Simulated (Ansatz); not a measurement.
input.yaml (Ansatz)

```yaml
crystal:
  lattice:
    - [-4.2866078555, 4.2961681119, 1.8263000595]
    - [4.2961681119, -4.2866078555, 1.8263000595]
    - [2.3270380032, 2.3270380032, -1.8087904323]
  atoms:
    - { symbol: La, position: [0.9996051304, 0.0003948696, 1.0], spin: 1.0 }
    - { symbol: La, position: [0.7503948696, 0.2496051304, 0.5], spin: 1.0 }
hamiltonian:
  xc: pbe
  pseudopotentials:
    kind: paw
    azcp:
      La: "pseudopotentials/La.paw.azcp"
basis:
  ecutwfc: 420
  fft_grid_basis: typed
kpoints:
  mp_grid: { grid: [17, 17, 16], shift: [0, 0, 0] }
magnetization:
  spin_polarized: true
scf:
  occupations: { method: fermi_dirac, width: 0.05 }
output:
  stress: true
```

and its output:

```
Engine: ansatz 0.2.0, aarch64-unknown-linux-gnu
Pseudopotentials: kind: paw
Pseudopotential: La, paw, valence charge 11, recommended cutoff 420 eV (normal) 
Functional definition: PBE
  parameter kappa = 0.804
  parameter beta = 0.06672455060314922
  exchange = pbe_x(kappa = kappa, mu = beta*pi^2/3)
  correlation = pbe_c(beta = beta)
Crystal: 2 atoms, lattice volume = 73.100 Å³
Basis set: ecut = 420 eV, 1431 PW (Γ)
Bands: 16, of which v1, the nominal top of the filled ones, is band 11 counted from 1 (10 counted from 0)
Symmetry: 4 space group operations
Space group: C2/c (ITA 15), of the structure as read, at distance tolerance 4.2e-5 Å
Magnetic group: BNS 15.85 (UNI 92), of the structure as read, at distance tolerance 4.2e-5 Å
k-points: 1233 of 4624
Non-local potential: La, projectors of the file, l = 0: 3, l = 1: 2, l = 2: 2, l = 3: 3
PAW form: soft (Blöchl's): semilocal exchange-correlation on the pseudo side does not see the compensation charge
PAW one-centre angular grid: La, 590 points (default); XC on 64 Gauss nodes
Initial density: superposition of atomic densities (chi_scale 0.1, normalization cell)
Starting moments: Σ|m| = 2 μB on 2 of 2 sites
Initial wavefunctions: pseudopotential atomic-orbital guess
Functional: x = pbe(κ = 0.804, μ = 0.2195149727645171), c = pbe(β = 0.06672455060314922)
iter 1 solved again at ethr=1.83e-3 eV; its pass at ethr=3.10e-3 eV (dr2=4.02e-1 eV) is discarded
SCF iter   1: F=—  HF=-12499.882722 eV  |F-HF|=—  |Δ(HF+E_count)|=         —  Δρ=2.03e-2 (↑2.03e-2 ↓1.07e-2)  dr2=4.10e-1  dr2_m=9.53e-2  M=0.781 μB ∫|m|=0.781 μB  β_m=0.30  ethr=1.83e-3  ⟨swp⟩=1.0  Hψ=264376  notcnv=0
Mixer restart at iter 1: flushing history
spin=Collinear: Kerker preconditioning applied to the charge; magnetization (m = ρ↑ − ρ↓) channel mixes plain (no charge-response kernel on spin).
SCF iter   2: F=—  HF=-12499.971523 eV  |F-HF|=—  |Δ(HF+E_count)|=   8.88e-2  Δρ=1.46e-2 (↑1.46e-2 ↓8.06e-3)  dr2=2.15e-1  dr2_m=5.18e-2  M=0.693 μB ∫|m|=0.693 μB  β_m=0.65  ethr=1.83e-3  ⟨swp⟩=3.5  Hψ=57838  notcnv=0  defer=3
SCF iter   3: F=—  HF=-12500.074637 eV  |F-HF|=—  |Δ(HF+E_count)|=   1.03e-1  Δρ=1.81e-3 (↑1.81e-3 ↓1.60e-3)  dr2=1.00e-3  dr2_m=1.65e-3  M=0.349 μB ∫|m|=0.349 μB  β_m=0.82  ethr=9.77e-4  ⟨swp⟩=6.3  Hψ=106796  notcnv=0  defer=161
SCF iter   4: F=—  HF=-12500.081598 eV  |F-HF|=—  |Δ(HF+E_count)|=   6.96e-3  Δρ=8.82e-4 (↑8.82e-4 ↓8.27e-4)  dr2=2.29e-4  dr2_m=4.58e-4  M=0.194 μB ∫|m|=0.194 μB  β_m=0.91  ethr=4.56e-6  ⟨swp⟩=2.9  Hψ=98203  notcnv=0  defer=41
SCF iter   5: F=—  HF=-12500.083557 eV  |F-HF|=—  |Δ(HF+E_count)|=   1.96e-3  Δρ=4.11e-4 (↑4.09e-4 ↓4.11e-4)  dr2=1.18e-5  dr2_m=1.10e-4  M=0.101 μB ∫|m|=0.101 μB  β_m=0.96  ethr=1.04e-6  ⟨swp⟩=2.4  Hψ=74255  notcnv=0  defer=16
SCF iter   6: F=—  HF=-12500.084317 eV  |F-HF|=—  |Δ(HF+E_count)|=   7.60e-4  Δρ=1.05e-4 (↑9.39e-5 ↓1.05e-4)  dr2=5.53e-6  dr2_m=5.27e-6  M=0.019 μB ∫|m|=0.019 μB  β_m=0.98  ethr=5.37e-8  ⟨swp⟩=3.0  Hψ=92911  notcnv=0  defer=3
SCF iter   7: F=—  HF=-12500.084358 eV  |F-HF|=—  |Δ(HF+E_count)|=   4.05e-5  Δρ=3.43e-5 (↑2.61e-5 ↓3.43e-5)  dr2=8.39e-7  dr2_m=4.95e-7  M=0.005 μB ∫|m|=0.006 μB  β_m=0.99  ethr=2.51e-8  ⟨swp⟩=2.4  Hψ=70990  notcnv=0
SCF iter   8: F=—  HF=-12500.084362 eV  |F-HF|=—  |Δ(HF+E_count)|=   4.35e-6  Δρ=4.84e-6 (↑4.19e-6 ↓4.84e-6)  dr2=2.88e-9  dr2_m=1.30e-8  M=-0.000 μB ∫|m|=0.001 μB  β_m=0.99  ethr=3.81e-9  ⟨swp⟩=2.9  Hψ=74481  notcnv=0
SCF iter   9: F=—  HF=-12500.084362 eV  |F-HF|=—  |Δ(HF+E_count)|=   1.06e-7  Δρ=1.33e-6 (↑1.33e-6 ↓1.29e-6)  dr2=5.54e-10  dr2_m=1.04e-9  M=0.000 μB ∫|m|=0.000 μB  β_m=1.00  ethr=1.31e-11  ⟨swp⟩=3.0  Hψ=77945  notcnv=0
SCF iter  10: F=—  HF=-12500.084362 eV  |F-HF|=—  |Δ(HF+E_count)|=   1.03e-8  Δρ=3.71e-7 (↑3.61e-7 ↓3.71e-7)  dr2=1.41e-11  dr2_m=8.52e-11  M=0.000 μB ∫|m|=0.000 μB  β_m=1.00  ethr=2.52e-12  ⟨swp⟩=3.0  Hψ=76859  notcnv=0
SCF iter  11: F=-12500.084362 eV  HF=-12500.084362 eV  |F-HF|=8.91e-11  |Δ(HF+E_count)|=  8.69e-10  Δρ=1.74e-7 (↑1.74e-7 ↓1.72e-7)  dr2=1.05e-12  dr2_m=1.98e-11  M=-0.000 μB ∫|m|=0.000 μB  ethr=1.00e-12  ⟨swp⟩=1.0  Hψ=116600  notcnv=0
SCF 1 converged in 11 iterations: F = -12500.084362 eV  dr2 = 1.05e-12
WARN: the starting moments were not kept: the SCF closed with an absolute magnetisation of 5.1e-5 μB, where they sum to 2 μB in size (2 sites). That is at most 0.1 of that sum. Measured as dr2_m measures the in/out step, that magnetisation stands 1.1e-10 eV from none, at or under the dr2_threshold of 1.0e-7 eV: it is no larger than a step whose dr2_m would equal this threshold. The system may hold no moment; this SCF shows only that its start led to no more than that. To try another start: raise the starting moments (crystal.atoms[].spin, magnetization.per_species, magnetization.initial_magnetization, or on a non-collinear deck that types none of these the spinor_matrix: blocks that start its atoms; where the total moment is fixed, keep their sum and leave initial_magnetization as it is; typed ones take the place of any that the run laid by itself, positive ones on a crystal's lanthanoids without a Hubbard term where scf.initial_density.shell_occupations: [] is typed) or, if the notice of its spin-set hold's release reads "site moments contracting" or "site moments show no strong build", lengthen the hold (scf.mixing.spin_hold: { on: { confirm: 4 } }; for m-r²SCAN on two components see the key's manual first). Each may lead to a state that holds a moment. A second SCF, from the converged charge density, with the starting moments and any scf.initial_density.shell_occupations laid on it anew, would have followed, and was not run: the deck does not ask for one (magnetization.retry_lost_moments is false, the default). To let it run, set magnetization.retry_lost_moments: true and run the deck again, where that key's refused combinations let it; where memory then withholds it, that run's warning says so.
SCF converged after 11 iterations
Magnetization: -0.0000 μB (11.0000 up, 11.0000 down)
Absolute magnetization: 0.0001 μB (∫|ρ↑−ρ↓|, with the PAW one-centre terms)
Spin contamination: 0.0000 ħ² per cell (⟨S²⟩ above its minimum at these occupations)
Per-site moments (μB) at R_I (Å): [(-4.472486911264683e-7, 1.4686046020230685), (-4.472486912104215e-7, 1.4686046020230685)]
Free energy (F): -12500.084362 eV
Harris-Foulkes:  -12500.084362 eV  (|F-HF|=8.91e-11)
Internal energy: -12500.051999 eV  (E = F + TS)
E sigma→0 (E₀):  -12500.068181 eV
Entropy (-TS):   -0.032363 eV (-16.182 meV/atom)
Fermi energy:    11.193183 eV
--- Per-component energies (eV) ---
  E_band       = -86.422557
  E_kinetic    = 386.635949
  E_local      = -660.440515  (includes V_loc(G=0)·N_el)
  E_nonlocal   = 189.022722
  E_hartree    = 209.512753
  E_xc         = -278.823984
  E_vxc        = -295.386098  (∫ρ·V_xc dr)
  E_paw        = -10831.477875  (= ΣΔE_a)
  E_vpaw       = -125.280105  (= ΣTr[D̂ρ^β])
  E_aug_tail   = -0.000000  (compensation charges beyond the density's cutoff)
  E_ewald      = -1514.481048
  E_smearing   = -0.032363  (= −TS)
  E_closure    = 0.000000  (closes the sum)
  Σ components = -12500.084362   (vs F -12500.084362, Δ=0.00e0)
--- Stress (GPa, compression-positive) ---
        0.143098       0.087183      -0.105190
        0.087183       0.143098      -0.105190
       -0.105190      -0.105190      -0.039087
  P = ⅓ Tr σ = 0.0824 GPa (0.824 kbar)
```
